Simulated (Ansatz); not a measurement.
# Au(111) with 4 layers of random Au-W, 2x2: scattering by chemical disorder

Aim: the residual resistivity of a random alloy, from Au(111) with 4 layers of random Au-W, 2x2 and longer regions.

Program: Ansatz 0.2.0. Level of theory: Ansatz plane-wave DFT, PBE, PAW files; ballistic transport by layer matching (Landauer), zero bias; PAW set soft_1. Results are calculated unless marked as measured.

Most raw output is cut from this account.

## Step 1: The structure

The cell holds 40 atoms: 28 Au and 12 W. Its edges and angles: a = 5.768 Å, b = 5.768 Å, c = 23.605 Å, α = 93.5°, β = 86.5°, γ = 120.0°. It derives from Au. Regions: lead, 24 atoms (24 Au); scattering region, 16 atoms (12 W and 4 Au). The structure is stacked along c, and the current runs across the ab planes.

## Step 2: With 4 alloy layers

In 4 layers a share of 0.75 of the sites is given to W at random. The layers about the cell's end stay perfect and serve as the lead. Disorder leaves little or no symmetry, which makes such runs dear. Energies from -0.05 to 0.05 eV in steps of 0.05 eV are too few for the program's thermal sum, so it prints no conductance; for a metal the transmission near the Fermi level serves, at a fraction of the cost.

File input.yaml:

```yaml
crystal:
  lattice:
    - [5.7675164607, 0.0, 0.0]
    - [-2.8837582304, 4.9948157718, 0.0]
    - [1.4418791152, -0.8324692953, 23.5457873532]
  atoms:
    - { symbol: Au, position: [0.9916666667, 0.0083333333, 0.05] }
    - { symbol: Au, position: [0.9916666667, 0.5083333333, 0.05] }
    - { symbol: Au, position: [0.4916666667, 0.0083333333, 0.05] }
    - { symbol: Au, position: [0.4916666667, 0.5083333333, 0.05] }
    - { symbol: Au, position: [0.1416666667, 0.3583333333, 0.15] }
    - { symbol: Au, position: [0.1416666667, 0.8583333333, 0.15] }
    - { symbol: Au, position: [0.6416666667, 0.3583333333, 0.15] }
    - { symbol: Au, position: [0.6416666667, 0.8583333333, 0.15] }
[... 28 atom lines left out ...]
    - { symbol: Au, position: [0.8416666667, 0.1583333333, 0.95] }
    - { symbol: Au, position: [0.8416666667, 0.6583333333, 0.95] }
    - { symbol: Au, position: [0.3416666667, 0.1583333333, 0.95] }
    - { symbol: Au, position: [0.3416666667, 0.6583333333, 0.95] }
kpoints:
  mp_grid: { grid: [5, 5, 1] }
hamiltonian:
  xc: pbe
  pseudopotentials: { kind: paw, azcp: { folder: soft_1 } }
scf:
  occupations: { method: fermi_dirac, width: 0.1 }
output:
  transmission:
    leads: [[0, 4]]
    kmesh: [10, 10]
    e_range: [-0.05, 0.05]
    de: 0.05
  write_potential: true
  write_density: true
  volumetric_format: npy
```

The run is started by

```console
$ ansatz run input.yaml --threads 4 --pin off --max-ram 15360MiB --backend cpu --events-out ev --progress --plain --runs-dir out
```

Elapsed: 11 min, on 4 threads of Arm Neoverse V1, shared host; peak memory 5.6 GiB; 38 min of CPU time.

Numbers from this step:

```yaml
free_energy: -492856.8104 eV
energy_at_zero_smearing: -492856.4467 eV
fermi_energy: 20.76 eV
cell_area: 28.81 Å²
transmission_per_spin_nearest_the_fermi_level: 0.9601
open_channels_per_spin_nearest_the_fermi_level: 3.21
step_of_the_lead_s_potential: 16.4 meV
```

Per spin. The transmission, zone mean by energy, zero at the Fermi level:

| energy (eV) | transmission, zone mean |
| --- | --- |
| -0.0500 | 0.966 |
| 0.0000 | 0.960 |
| 0.0500 | 0.988 |

Per spin. The open channels, zone mean, lead stays at 3.21 for energy from -0.05 to 0.05 eV.

Transmission over k1 and k2. At 0.0000 eV from the Fermi level.

Values, 10 rows by 10 columns:
```
0.62 1.59 0.44 0.57 0.38 0.85 0.77 1.19 1.84 1.28
0.44 0.44 1.23 0.69 1.37 1.17 0.84 0.37 1.19 1.84
0.89 0.57 0.69 1.14 1.63 1.33 0.82 0.70 0.37 1.19
1.20 0.38 1.37 1.63 1.00 1.11 0.77 0.82 0.84 0.77
1.02 0.85 1.17 1.33 1.11 0.34 1.11 1.33 1.17 0.85
1.20 0.77 0.84 0.82 0.77 1.11 1.00 1.63 1.37 0.38
0.89 1.19 0.37 0.70 0.82 1.33 1.63 1.14 0.69 0.57
0.44 1.84 1.19 0.37 0.84 1.17 1.37 0.69 1.23 0.44
0.62 1.28 1.84 1.19 0.77 0.85 0.38 0.57 0.44 1.59
1.78 0.62 0.44 0.89 1.20 1.02 1.20 0.89 0.44 0.62
```
Columns: k1 (b1) from -0.5 to 0.4; rows upwards: k2 (b2) from -0.5 to 0.4.

Open channels over k1 and k2. At 0.0000 eV from the Fermi level.

Ten even steps from '_' (3.00) to '@' (4.00):
```
__@@______@@________
____@@____@@________
______@@__@@________
____________________
@@@@@@@@______@@@@@@
____________________
__________@@__@@____
__________@@____@@__
__________@@______@@
@@________@@________
```
Columns: k1 (b1) from -0.5 to 0.4; rows upwards: k2 (b2) from -0.5 to 0.4.

Over the solved energies the transmission per spin lies between 0.960 and 0.988, out of 3.21 channels of the lead on average (up to 3.21).

## Step 3: With 8 alloy layers

In 8 layers a share of 0.75 of the sites is given to W at random. A fresh draw is used; the growth of the resistance with length is what counts.

System of this step: Au(111) with 8 layers of random Au-W, 2x2. The cell holds 56 atoms: 32 Au and 24 W. Its edges and angles: a = 5.768 Å, b = 5.768 Å, c = 33.006 Å, α = 87.5°, β = 92.5°, γ = 120.0°. It derives from Au. Regions: lead, 24 atoms (24 Au); scattering region, 32 atoms (8 Au and 24 W). The structure is stacked along c, and the current runs across the ab planes.

File input.yaml:

```yaml
crystal:
  lattice:
    - [5.7675164607, 0.0, 0.0]
    - [-2.8837582304, 4.9948157718, 0.0]
    - [-1.4418791152, 0.8324692953, 32.9641022945]
  atoms:
    - { symbol: Au, position: [0.005952381, 0.994047619, 0.0357142857] }
    - { symbol: Au, position: [0.005952381, 0.494047619, 0.0357142857] }
    - { symbol: Au, position: [0.505952381, 0.994047619, 0.0357142857] }
    - { symbol: Au, position: [0.505952381, 0.494047619, 0.0357142857] }
    - { symbol: Au, position: [0.1845238095, 0.3154761905, 0.1071428571] }
    - { symbol: Au, position: [0.1845238095, 0.8154761905, 0.1071428571] }
    - { symbol: Au, position: [0.6845238095, 0.3154761905, 0.1071428571] }
    - { symbol: Au, position: [0.6845238095, 0.8154761905, 0.1071428571] }
[... 44 atom lines left out ...]
    - { symbol: Au, position: [0.3273809524, 0.1726190476, 0.9642857143] }
    - { symbol: Au, position: [0.3273809524, 0.6726190476, 0.9642857143] }
    - { symbol: Au, position: [0.8273809524, 0.1726190476, 0.9642857143] }
    - { symbol: Au, position: [0.8273809524, 0.6726190476, 0.9642857143] }
kpoints:
  mp_grid: { grid: [5, 5, 1] }
hamiltonian:
  xc: pbe
  pseudopotentials: { kind: paw, azcp: { folder: soft_1 } }
scf:
  occupations: { method: fermi_dirac, width: 0.1 }
output:
  transmission:
    leads: [[0, 4]]
    kmesh: [10, 10]
    e_range: [-0.05, 0.05]
    de: 0.05
  write_potential: true
  write_density: true
  volumetric_format: npy
```

The job ended after 20 min (4 threads; peak memory 10 GiB; 78 min of CPU time).

Numbers from this step:

- free energy: -670086.7434 eV
- energy at zero smearing: -670086.1968 eV
- Fermi energy: 20.75 eV
- transmission per spin nearest the Fermi level: 0.8514
- step of the lead's potential: 6.2 meV

Per spin. The transmission, zone mean by energy, zero at the Fermi level:

| energy (eV) | transmission, zone mean |
| --- | --- |
| -0.0500 | 0.767 |
| 0.0000 | 0.851 |
| 0.0500 | 0.831 |

Over the solved energies the transmission per spin lies between 0.767 and 0.851, out of 3.21 channels of the lead on average (up to 3.21).

## Step 4: With 12 alloy layers

In 12 layers a share of 0.75 of the sites is given to W at random. A fresh draw is used; the growth of the resistance with length is what counts.

System of this step: Au(111) with 12 layers of random Au-W, 2x2. The cell holds 72 atoms: 36 Au and 36 W. Its edges and angles: a = 5.768 Å, b = 5.768 Å, c = 42.382 Å, α = 90.0°, β = 90.0°, γ = 120.0°. It derives from Au. Regions: lead, 24 atoms (24 Au); scattering region, 48 atoms (36 W and 12 Au). The structure is stacked along c, and the current runs across the ab planes.

File input.yaml:

```yaml
crystal:
  lattice:
    - [5.7675164607, 0.0, 0.0]
    - [-2.8837582304, 4.9948157718, 0.0]
    - [0.0, 0.0, 42.3824172358]
  atoms:
    - { symbol: Au, position: [0.0, 0.0, 0.0277777778] }
    - { symbol: Au, position: [0.0, 0.5, 0.0277777778] }
    - { symbol: Au, position: [0.5, 0.0, 0.0277777778] }
    - { symbol: Au, position: [0.5, 0.5, 0.0277777778] }
    - { symbol: Au, position: [0.1666666667, 0.3333333333, 0.0833333333] }
    - { symbol: Au, position: [0.1666666667, 0.8333333333, 0.0833333333] }
    - { symbol: Au, position: [0.6666666667, 0.3333333333, 0.0833333333] }
    - { symbol: Au, position: [0.6666666667, 0.8333333333, 0.0833333333] }
[... 60 atom lines left out ...]
    - { symbol: Au, position: [0.3333333333, 0.1666666667, 0.9722222222] }
    - { symbol: Au, position: [0.3333333333, 0.6666666667, 0.9722222222] }
    - { symbol: Au, position: [0.8333333333, 0.1666666667, 0.9722222222] }
    - { symbol: Au, position: [0.8333333333, 0.6666666667, 0.9722222222] }
kpoints:
  mp_grid: { grid: [5, 5, 1] }
hamiltonian:
  xc: pbe
  pseudopotentials: { kind: paw, azcp: { folder: soft_1 } }
scf:
  occupations: { method: fermi_dirac, width: 0.1 }
output:
  transmission:
    leads: [[0, 4]]
    kmesh: [10, 10]
    e_range: [-0.05, 0.05]
    de: 0.05
  write_potential: true
  write_density: true
  volumetric_format: npy
```

The job ended after 32 min (4 threads; peak memory 8.7 GiB; 2.1 h of CPU time).

This step gave:

```
free energy                                   : -847314.9538 eV
energy at zero smearing                       : -847314.1243 eV
Fermi energy                                  : 20.70 eV
transmission per spin nearest the Fermi level : 0.6591
step of the lead's potential                  : 13.3 meV
```

Per spin. The transmission, zone mean by energy, zero at the Fermi level:

| energy (eV) | transmission, zone mean |
| --- | --- |
| -0.0500 | 0.566 |
| 0.0000 | 0.659 |
| 0.0500 | 0.618 |

Over the solved energies the transmission per spin lies between 0.566 and 0.659, out of 3.21 channels of the lead on average (up to 3.21).

## Step 5: Resistance against length

This step: Ansatz plane-wave DFT, PBE, PAW files; ballistic transport by layer matching (Landauer), zero bias; residual resistivity from the slope of the area resistance, atoms on the host's lattice; PAW set soft_1 (Ansatz 0.2.0).

Numbers from this step:

- resistivity: 118.0 µΩ cm
- intercept: 1.430 fΩ m²
- scatter about the fit: 0.1815 fΩ m²

Resistance, by row:

| run | length (Å) | T | channels N | RA (fΩ m²) |
| --- | --- | --- | --- | --- |
| n4 | 9.418 | 0.9713 | 3.21 | 2.67 |
| n8 | 18.84 | 0.8164 | 3.21 | 3.396 |
| n12 | 28.25 | 0.6145 | 3.21 | 4.892 |

Area resistance against length of the alloy:

| length of the alloy (Å) | area resistance (fΩ m²) |
| --- | --- |
| 9.42 | 2.67 |
| 18.84 | 3.40 |
| 28.25 | 4.89 |

The area resistance goes from 2.7 to 4.9 fΩ m² between 9.4 and 28.3 Å, a slope of 118 µΩ cm.

By hand from the end points: (4.892 − 2.670) fΩ m² / (28.25 − 9.42) Å = 118 µΩ cm, since 1 fΩ m² per Å is 1000 µΩ cm.

## Step 6: What came out

* resistivity from the slope: 118 µΩ cm
* area resistance over 9.42 Å: 2.67 fΩ m²
* area resistance over 18.8 Å: 3.40 fΩ m²
* area resistance over 28.3 Å: 4.89 fΩ m²

**Reading.** The slope gives 118 µΩ cm. The points scatter by 0.18 fΩ m² about the line, with one random draw a length in a 2x2 cell, so the slope is a rough value. Read with a model of isotropic scattering on a spherical Fermi surface and the lead's 0.86×10¹⁵ S/m², this slope means a mean free path near 7.4 Å (a rough figure, since the alloy's own channel count differs); over these lengths the model's slope is within 3 % of its bulk resistivity. The atoms sit on the host's lattice, so scattering by size misfit is left out. With 75 % of W, whose own structure is another, this is a hypothetical phase. Spin-orbit coupling is left out, which matters for Au and W.

[Logs are printed without paths, hosts, clocks, repeated set-up lines and the standing remarks that a program may print on its own settings, such as how far it seeks lower states.]

[Hosts, paths, dates, database ids (printed as entryN), source tags and the programs' standing remarks are cut or masked in the printed files.]
